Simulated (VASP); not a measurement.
# Mn in VASP: further runs

The runs below take Mn through work function, band structure, with PBE, PBEsol+U.

All numbers are computed with VASP 6.6.1; they aren't measurements. Logs are shortened: lines on timing, memory, paths and dates and some standing lists are left out, and cuts for length are marked.

**1. The structure**

The cell holds a sheet with vacuum, 1 atom: a = 2.614 Å, b = 2.614 Å, c = 23.800 Å, α = 90.00°, β = 90.00°, γ = 90.00°.

The cell was built by a generator and needn't be a form met in nature.

**2. Work function, PBE, collinear spin, ferromagnetic start**

File INCAR:

```
ALGO = Normal
DIPOL = 0.5 0.5 0.294
EDIFF = 1E-6
ENCUT = 520
GGA = PE
IDIPOL = 3
ISIF = 2
ISMEAR = 0
ISPIN = 2
LASPH = T
LCHARG = T
LDIPOL = T
LELF = T
LMAXMIX = 4
LORBIT = 11
LREAL = F
LVACPOTAV = T
LVHAR = T
LWAVE = F
MAGMOM = 4
NELM = 120
PREC = Accurate
SIGMA = 0.05
```

File KPOINTS:

```
k-points
0
Gamma
  10 10 1
```

File POSCAR:

```
Mn
1.0
    2.6143200000      0.0000000000      0.0000000000
    0.0000000000      2.6143200000      0.0000000000
    0.0000000000      0.0000000000     23.8000000000
Mn
1
Direct
    0.0000000000      0.0000000000      0.2941200000
```

Potentials or basis: VASP PAW PBE potentials, release 64 (Mn_pv).

On the command line:

```console
cat potpaw_PBE.64/Mn_pv/POTCAR > POTCAR
mpirun -np 1 vasp_std > vasp.out
```

OUTCAR:

```text
EDIFF = 1E-6
   ENCUT = 520
   GGA = PE
   ISIF = 2
   ISMEAR = 0
   ISPIN = 2
   LASPH = T
   LORBIT = 11
   LREAL = F
   NELM = 120
   PREC = Accurate

 ion  position               nearest neighbor table
   1  0.000  0.000  0.294-

  LATTYP: Found a simple tetragonal cell.
 ALAT       =     2.6143200000
 C/A-ratio  =     9.1037057437

  Lattice vectors:

 A1 = (   2.6143200000,   0.0000000000,   0.0000000000)
 A2 = (   0.0000000000,   2.6143200000,   0.0000000000)
 A3 = (   0.0000000000,   0.0000000000,  23.8000000000)

Analysis of symmetry for initial positions (statically):
=====================================================================
 Subroutine PRICEL returns:
 Original cell was already a primitive cell.

 Routine SETGRP: Setting up the symmetry group for a
 simple tetragonal supercell.

 Subroutine GETGRP returns: Found 16 space group operations
 (whereof  8 operations were pure point group operations)
 out of a pool of 16 trial point group operations.

The static configuration has the point symmetry C_4v.
 The point group associated with its full space group is D_4h.

Analysis of symmetry for dynamics (positions and initial velocities):
=====================================================================
 Subroutine PRICEL returns:
 Original cell was already a primitive cell.

 Routine SETGRP: Setting up the symmetry group for a
 simple tetragonal supercell.

 Subroutine GETGRP returns: Found 16 space group operations
 (whereof  8 operations were pure point group operations)
 out of a pool of 16 trial point group operations.

The dynamic configuration has the point symmetry C_4v.
 The point group associated with its full space group is D_4h.

Analysis of structural, dynamic, and magnetic symmetry:
=====================================================================
 Subroutine PRICEL returns:
 Original cell was already a primitive cell.

 Routine SETGRP: Setting up the symmetry group for a
 simple tetragonal supercell.

 Subroutine GETGRP returns: Found 16 space group operations
 (whereof  8 operations were pure point group operations)
 out of a pool of 16 trial point group operations.

The overall configuration has the point symmetry C_4v.
 The point group associated with its full space group is D_4h.

 Subroutine INISYM returns: Found 16 space group operations
 (whereof  8 operations are pure point group operations),
 and found     1 'primitive' translations

----------------------------------------------------------------------------------------

                                     Primitive cell

  volume of cell :     162.6651

  direct lattice vectors                    reciprocal lattice vectors
     2.614320000  0.000000000  0.000000000     0.382508645  0.000000000  0.000000000
     0.000000000  2.614320000  0.000000000     0.000000000  0.382508645  0.000000000
     0.000000000  0.000000000 23.800000000     0.000000000  0.000000000  0.042016807

  length of vectors
     2.614320000  2.614320000 23.800000000     0.382508645  0.382508645  0.042016807

  position of ions in fractional coordinates (direct lattice)
     0.000000000  0.000000000  0.294120000

  ion indices of the primitive-cell ions
   primitive index   ion index
                 1           1

----------------------------------------------------------------------------------------

 KPOINTS: k-points

Automatic generation of k-mesh.
 Grid dimensions read from file:
 generate k-points for:   10   10    1

 Generating k-lattice:

  Cartesian coordinates                     Fractional coordinates (reciprocal lattice)
     0.038250864  0.000000000  0.000000000     0.100000000  0.000000000  0.000000000
     0.000000000  0.038250864  0.000000000     0.000000000  0.100000000  0.000000000
     0.000000000  0.000000000  0.042016807     0.000000000  0.000000000  1.000000000

  Length of vectors
     0.038250864  0.038250864  0.042016807

  Shift w.r.t. Gamma in fractional coordinates (k-lattice)
     0.000000000  0.000000000  0.000000000

 Subroutine IBZKPT returns following result:
 ===========================================

 Found     21 irreducible k-points:

 Following reciprocal coordinates:
            Coordinates               Weight
  0.000000  0.000000  0.000000      1.000000
  0.100000  0.000000  0.000000      4.000000
  0.200000  0.000000  0.000000      4.000000
  0.300000  0.000000  0.000000      4.000000
  0.400000  0.000000  0.000000      4.000000
  0.500000  0.000000  0.000000      2.000000
[... 13 lines left out ...]
  0.500000  0.400000  0.000000      4.000000
  0.500000  0.500000  0.000000      1.000000
   k-points           NKPTS =     21   k-points in BZ     NKDIM =     21   number of bands    NBANDS=     12
   number of dos      NEDOS =    301   number of ions     NIONS =      1
   total plane-waves  NPLWV =  72000
   dimension x,y,z NGX =    20 NGY =   20 NGZ =  180
   dimension x,y,z NGXF=    40 NGYF=   40 NGZF=  360
   ions per type =               1
   NGX,Y,Z   is equivalent  to a cutoff of  12.72, 12.72, 12.57 a.u.
   NGXF,Y,Z  is equivalent  to a cutoff of  25.44, 25.44, 25.15 a.u.
 SYSTEM =  unknown system
   PREC   = accura    normal or accurate (medium, high low for compatibility)
   ISTART =      0    job   : 0-new  1-cont  2-samecut
   ICHARG =      2    charge: 1-file 2-atom 10-const
   ISPIN  =      2    spin polarized calculation?
   LNONCOLLINEAR =      F non collinear calculations
   LSORBIT =      F    spin-orbit coupling
   LASPH  =      T    aspherical Exc in radial PAW
   ENCUT  =  520.0 eV  38.22 Ry    6.18 a.u.   4.86  4.86 44.25*2*pi/ulx,y,z
   NELM   =    120;   NELMIN=  2; NELMDL= -5     # of ELM steps
   EDIFF  = 0.1E-05   stopping-criterion for ELM
   LREAL  =      F    real-space projection
   EDIFFG = 0.1E-04   stopping-criterion for IOM
   NSW    =      0    number of steps for IOM
   IBRION =     -1    ionic relax: 0-MD 1-quasi-New 2-CG
   NFREE  =      0    steps in history (QN), initial steepest desc. (CG)
   ISIF   =      2    stress and relaxation
   ISYM   =      2    0-nonsym 1-usesym 2-fastsym
   POTIM  = 0.5000    time-step for ionic-motion
   TEBEG  =    0.0;   TEEND  =   0.0 temperature during run
   PSTRESS=    0.0 pullay stress
   NELECT =      13.0000    total number of electrons
   NUPDOWN=      -1.0000    fix difference up-down
   EMIN   =  10.00;   EMAX   =-10.00  energy-range for DOS
   EFERMI =   0.00;   METHOD = LEGACY
   ISMEAR =     0;   SIGMA  =   0.05  broadening in eV -4-tet -1-fermi 0-gaus
   EFERMI_NEDOS =   21; number of points for ismear=-14 and -15
   IALGO  =     38    algorithm
   IMIX   =      4    mixing-type and parameters
     AMIX     =   0.40;   BMIX     =  1.00
     AMIX_MAG =   1.60;   BMIX_MAG =  1.00
  volume/ion in A,a.u.               =     162.67      1097.72
  Fermi-wavevector in a.u.,A,eV,Ry     =   0.705166  1.332570  6.765613  0.497259
  Thomas-Fermi vector in A             =   1.790604
   LORBIT       =     11    0 simple, 1 ext, 2 COOP (PROOUT), +10 PAW based schemes
   GGA     = PE    functional components
   LHFCALC =     F    Hartree Fock is set to
   AEXX    =    0.0000 exact exchange contribution
   IVDW    =     0    specifies the selected vdW correction
   LEPSILON=     F    determine dielectric tensor
   LRPA    =     F    only Hartree local field effects (RPA)
 spin polarized calculation
 Gauss-broadening in eV      SIGMA  =   0.05
  energy-cutoff  :      520.00
  volume of cell :      162.67
 maximum number of plane-waves:      4416
 NGX is ok and might be reduce to    20
   NGX =  9   NGY =  9   NGZ = 89

 dipolmoment           0.000000      0.000000      0.000009 electrons x Angstroem

 number of electron      12.9999981 magnetization       4.3178691

 dipolmoment           0.000000      0.000000     -0.000004 electrons x Angstroem

 Free energy of the ion-electron system (eV)
  ---------------------------------------------------
  ext. energy  EPLUGINS =         0.00000000
  ---------------------------------------------------
  free energy    TOTEN  =        -6.92370988 eV

  energy without entropy =       -6.92222842  energy(sigma->0) =       -6.92296915

 E-fermi :  -2.5625     XC(G=0):  -1.8886

 val. band max:       -2.6062944031   @ k =   0.5000   0.5000   0.0000
 cond. band min:      -2.5566242229   @ k =   0.4000   0.1000   0.0000
 fundamental gap:      0.0496701802
 Fermi energy:        -2.5625491391

 spin component 1

 k-point     1 :       0.0000    0.0000    0.0000
  band No.  band energies     occupation
      1     -52.7945      1.00000
      2     -52.0828      1.00000
      3     -52.0828      1.00000
      4      -8.1584      1.00000
      5      -6.0944      1.00000
      6      -5.5879      1.00000
      7      -4.2633      1.00000
      8      -4.2633      1.00000
      9      -3.3586      1.00000
     10      -3.1521      1.00000
     11       0.5434      0.00000
     12       1.2665      0.00000
[... 286 lines left out ...]
 k-point    21 :       0.5000    0.5000    0.0000
  band No.  band energies     occupation
      1     -52.7508      1.00000
      2     -52.2854      1.00000
      3     -52.2854      1.00000
      4      -6.3771      1.00000
      5      -5.4703      1.00000
      6      -5.4703      1.00000
      7      -4.5427      1.00000
      8      -2.6063      0.89201
      9       2.5251      0.00000
     10       2.5251      0.00000
     11       6.5388      0.00000
     12       7.1357      0.00000
 Fermi energy:        -2.5625491391

 spin component 2

 k-point     1 :       0.0000    0.0000    0.0000
  band No.  band energies     occupation
      1     -48.4199      1.00000
      2     -48.1535      1.00000
      3     -48.1535      1.00000
      4      -6.9774      1.00000
      5      -3.1309      1.00000
      6      -2.2691      0.00000
      7      -2.0788      0.00000
      8      -0.2620      0.00000
      9      -0.2620      0.00000
     10       0.4213      0.00000
     11       0.9511      0.00000
     12       1.3615      0.00000
[... 286 lines left out ...]
 k-point    21 :       0.5000    0.5000    0.0000
  band No.  band energies     occupation
      1     -48.3844      1.00000
      2     -48.3844      1.00000
      3     -48.3688      1.00000
      4      -3.8519      1.00000
      5      -1.8454      0.00000
      6      -1.8454      0.00000
      7      -0.5347      0.00000
      8       0.9923      0.00000
      9       3.8220      0.00000
     10       3.8220      0.00000
     11       8.3112      0.00000
     12       8.7652      0.00000

------------------------ aborting loop because EDIFF is reached ----------------------------------------

  FORCE on cell =-STRESS in cart. coord.  units (eV):
  Direction    XX          YY          ZZ          XY          YZ          ZX
  --------------------------------------------------------------------------------------
  -------------------------------------------------------------------------------------
  Total       -0.0663288     -0.0663288     -0.0025083      0.0000000      0.0000000      0.0000000
  in kB       -0.6533088     -0.6533088     -0.0247052      0.0000000      0.0000000      0.0000000
  external PRESSURE =      -0.4437743 kB  Pullay stress =       0.0000000 kB

 VOLUME and BASIS-vectors are now :
 -----------------------------------------------------------------------------
  energy-cutoff  :      520.00
  volume of cell :      162.67
      direct lattice vectors                 reciprocal lattice vectors
     2.614320000  0.000000000  0.000000000     0.382508645  0.000000000  0.000000000
     0.000000000  2.614320000  0.000000000     0.000000000  0.382508645  0.000000000
     0.000000000  0.000000000 23.800000000     0.000000000  0.000000000  0.042016807

 POSITION                                       TOTAL-FORCE (eV/Angst)
 -----------------------------------------------------------------------------------
      0.00000      0.00000      7.00006         0.000000      0.000000      0.000000
 -----------------------------------------------------------------------------------
    total drift:                               -0.000000      0.000000      0.000261

  FREE ENERGIE OF THE ION-ELECTRON SYSTEM (eV)
  ---------------------------------------------------
  free  energy   TOTEN  =        -6.9237098838 eV

  energy  without entropy=       -6.9222284185  energy(sigma->0) =       -6.92296915

 vacuum level on the upper side and lower side of the slab         1.117         1.117

 total charge

# of ion       s       p       d       tot
------------------------------------------
    1        0.361   6.122   4.983  11.465

 magnetization (x)

# of ion       s       p       d       tot
------------------------------------------
    1        0.038   0.043   3.811   3.892
```

It took 92 s on 1 thread of Intel Xeon Platinum 8488C (Sapphire Rapids), shared host; peak memory 0.33 GiB.

What came out:

```yaml
Free_energy: -6.9237 eV
Band_gap_on_the_k_mesh: none (metal or under the smearing width)
Net_moment: 4.32 μB per cell
Site_moments: Mn +3.89 μB
Valence_electrons_inside_the_program's_atomic_spheres: Mn 11.46
Work_function_of_the_upper_face: 3.68 eV
Work_function_of_the_lower_face: 3.68 eV
```

Levels at points of the mesh, in eV from the Fermi level:
Spin up:
```csv
k point,band 6,band 7,band 8,band 9,band 10,band 11,band 12
"(0.00, 0.00, 0.00)",-3.03,-1.70,-1.70,-0.80,-0.59,3.11,3.83
"(0.50, 0.00, 0.00)",-2.20,-1.68,-1.57,0.16,2.99,4.49,6.88
"(0.50, 0.50, 0.00)",-2.91,-1.98,-0.04,5.09,5.09,9.10,9.70
```
Spin down:
| k point | band 1 | band 2 | band 3 | band 4 | band 5 | band 6 | band 7 | band 8 | band 9 |
| --- | --- | --- | --- | --- | --- | --- | --- | --- | --- |
| (0.00, 0.00, 0.00) | -45.86 | -45.59 | -45.59 | -4.41 | -0.57 | 0.29 | 0.48 | 2.30 | 2.30 |
| (0.50, 0.00, 0.00) | -45.85 | -45.83 | -45.57 | -0.78 | -0.15 | 0.90 | 1.48 | 1.84 | 2.48 |
| (0.50, 0.50, 0.00) | -45.82 | -45.82 | -45.81 | -1.29 | 0.72 | 0.72 | 2.03 | 3.55 | 6.38 |

**3. Band structure, PBEsol+U, collinear spin, ferromagnetic start**

File INCAR:

```
PREC = Accurate
ENCUT = 520
EDIFF = 1E-6
ISMEAR = -1
SIGMA = 0.02
LREAL = False
LASPH = True
NELM = 100
ALGO = Normal
ISIF = 2
LWAVE = False
LCHARG = False
ISPIN = 2
MAGMOM = 4
LORBIT = 11
LMAXMIX = 4
LDAU = True
LDAUTYPE = 2
LDAUL = 2
LDAUU = 4.5
LDAUJ = 0
LDAUPRINT = 1
GGA = PS
NBANDS = 16
```

File KPOINTS:

```
Automatic mesh
0
Gamma
  10 10 1
```

File POSCAR:

```
Mn
2.6143
    1.000007650231      0.000000000000      0.000000000000
    0.000000000000      1.000007650231      0.000000000000
    0.000000000000      0.000000000000      9.103775389206
Mn
1
Direct
    0.0000000000      0.0000000000      0.2941200000
```

File KPOINTS_OPT:

```
path GXMGZRAZ,XR,MA
20
line-mode
reciprocal
 0.0000000000  0.0000000000  0.0000000000  G
 0.0000000000  0.5000000000  0.0000000000  X

 0.0000000000  0.5000000000  0.0000000000  X
 0.5000000000  0.5000000000  0.0000000000  M

 0.5000000000  0.5000000000  0.0000000000  M
 0.0000000000  0.0000000000  0.0000000000  G

 0.0000000000  0.0000000000  0.0000000000  G
 0.0000000000  0.0000000000  0.5000000000  Z

 0.0000000000  0.0000000000  0.5000000000  Z
 0.0000000000  0.5000000000  0.5000000000  R

 0.0000000000  0.5000000000  0.5000000000  R
 0.5000000000  0.5000000000  0.5000000000  A

 0.5000000000  0.5000000000  0.5000000000  A
 0.0000000000  0.0000000000  0.5000000000  Z

 0.0000000000  0.5000000000  0.0000000000  X
 0.0000000000  0.5000000000  0.5000000000  R

 0.5000000000  0.5000000000  0.0000000000  M
 0.5000000000  0.5000000000  0.5000000000  A
```

Potentials or basis: VASP PAW PBE potentials, release 64 (Mn_pv).

On the command line:

```console
cat potpaw_PBE.64/Mn_pv/POTCAR > POTCAR
mpirun -np 1 vasp_std > vasp.out
```

Run time: 6.5 min. Hardware: 1 thread of Intel Xeon Platinum 8488C (Sapphire Rapids), shared host; peak memory 0.34 GiB.

Results (log left out):

* Free energy: -5.5663 eV
* Band gap along the path: none (metal or under the smearing width)
* Net moment: 4.73 μB per cell
* Site moments: Mn +4.46 μB
* Valence electrons inside the program's atomic spheres: Mn 11.40

Levels at the corners of the path, in eV from the Fermi level:
Spin up:
```tsv
point	band 5	band 6	band 7	band 8	band 9	band 10	band 11	band 12	band 13	band 14
Γ	-6.91	-5.27	-4.99	-4.99	-4.27	-1.07	3.01	3.65	3.96	4.73
X	-6.39	-5.09	-5.07	-4.88	-0.78	1.38	4.00	6.16	8.17	8.55
X	-6.39	-5.09	-5.07	-4.88	-0.78	1.38	4.00	6.16	8.17	8.55
M	-6.03	-6.03	-5.10	-3.66	4.06	4.06	8.12	8.20	9.27	10.58
M	-6.03	-6.03	-5.10	-3.66	4.06	4.06	8.12	8.20	9.27	10.58
Γ	-6.91	-5.27	-4.99	-4.99	-4.27	-1.07	3.01	3.65	3.96	4.73
Γ	-6.91	-5.27	-4.99	-4.99	-4.27	-1.07	3.01	3.65	3.96	4.73
Z	-6.91	-5.27	-4.99	-4.99	-4.27	-1.07	3.01	3.60	4.16	4.32
Z	-6.91	-5.27	-4.99	-4.99	-4.27	-1.07	3.01	3.60	4.16	4.32
R	-6.39	-5.09	-5.07	-4.88	-0.78	1.38	4.00	6.16	8.17	8.56
R	-6.39	-5.09	-5.07	-4.88	-0.78	1.38	4.00	6.16	8.17	8.56
A	-6.03	-6.03	-5.10	-3.66	4.06	4.06	8.12	8.20	9.27	10.58
A	-6.03	-6.03	-5.10	-3.66	4.06	4.06	8.12	8.20	9.27	10.58
Z	-6.91	-5.27	-4.99	-4.99	-4.27	-1.07	3.01	3.60	4.16	4.32
X	-6.39	-5.09	-5.07	-4.88	-0.78	1.38	4.00	6.16	8.17	8.55
R	-6.39	-5.09	-5.07	-4.88	-0.78	1.38	4.00	6.16	8.17	8.56
M	-6.03	-6.03	-5.10	-3.66	4.06	4.06	8.12	8.20	9.27	10.58
A	-6.03	-6.03	-5.10	-3.66	4.06	4.06	8.12	8.20	9.27	10.58
```
Spin down:
```
point  band 1  band 2  band 3  band 4  band 5  band 6  band 7  band 8  band 9
    Γ  -46.69  -46.46  -46.46   -5.19   -0.33    0.49    0.82    3.36    3.46
    X  -46.72  -46.66  -46.43   -0.50    0.03    0.51    2.16    2.20    3.71
    X  -46.72  -46.66  -46.43   -0.50    0.03    0.51    2.16    2.20    3.71
    M  -46.68  -46.68  -46.64   -1.27    1.68    1.68    3.01    4.80    5.51
    M  -46.68  -46.68  -46.64   -1.27    1.68    1.68    3.01    4.80    5.51
    Γ  -46.69  -46.46  -46.46   -5.19   -0.33    0.49    0.82    3.36    3.46
    Γ  -46.69  -46.46  -46.46   -5.19   -0.33    0.49    0.82    3.36    3.46
    Z  -46.69  -46.46  -46.46   -5.19   -0.33    0.49    0.82    3.36    3.49
    Z  -46.69  -46.46  -46.46   -5.19   -0.33    0.49    0.82    3.36    3.49
    R  -46.72  -46.66  -46.43   -0.50    0.03    0.51    2.16    2.20    3.71
    R  -46.72  -46.66  -46.43   -0.50    0.03    0.51    2.16    2.20    3.71
    A  -46.68  -46.68  -46.64   -1.27    1.68    1.68    3.01    4.80    5.51
    A  -46.68  -46.68  -46.64   -1.27    1.68    1.68    3.01    4.80    5.51
    Z  -46.69  -46.46  -46.46   -5.19   -0.33    0.49    0.82    3.36    3.49
    X  -46.72  -46.66  -46.43   -0.50    0.03    0.51    2.16    2.20    3.71
    R  -46.72  -46.66  -46.43   -0.50    0.03    0.51    2.16    2.20    3.71
    M  -46.68  -46.68  -46.64   -1.27    1.68    1.68    3.01    4.80    5.51
    A  -46.68  -46.68  -46.64   -1.27    1.68    1.68    3.01    4.80    5.51
```

Eigenvalues of the final occupation matrices:
| site | spin | trace | eigenvalues |
| --- | --- | --- | --- |
| site 1 d | 1 | 4.62 | 0.90 0.93 0.93 0.93 0.93 |
| site 1 d | 2 | 0.22 | 0.00 0.00 0.01 0.04 0.17 |

Caveat: the PAW data sets were made with another functional, which shifts forces and pressure a little; the U is typed as a test and isn't derived for this compound.

**4. For comparison**

An earlier run on the cell as given: functional PBE; potentials or basis VASP PAW PBE potentials, release 64 (Mn_pv); cutoff 520 eV; k mesh 10 × 10 × 1; occupations fermi-dirac, width 0.05 eV; collinear spin, ferromagnetic start; starting moments [4.0] μB.

- Band gap on the k mesh: none (metal or under the smearing width)
- Net moment: 4.32 μB per cell
- Site moments: Mn +3.89 μB
- Valence electrons inside the program's atomic spheres: Mn 11.46

**5. Summary**

```csv
task,level,U,smearing,dipole correction,gap on the mesh (eV),moment (μB)
work function,PBE,-,gaussian 0.05 eV,yes,none,4.32
band structure,PBEsol+U,Mn d U = 4.5 eV,fermi-dirac 0.02 eV,-,-,4.73
single point,PBE,-,fermi-dirac 0.05 eV,yes,none,4.32
```

Alike in all rows: potentials or basis VASP PAW PBE potentials, release 64 (Mn_pv); spin collinear, ferromagnetic start; cell as given; k mesh 10 × 10 × 1; cutoff (eV) 520.

Caveats: the PAW data sets were made with another functional, which shifts forces and pressure a little (some runs); the U is typed as a test and isn't derived for this compound (some runs).

Absolute energies hang on the potentials; compare differences alone.
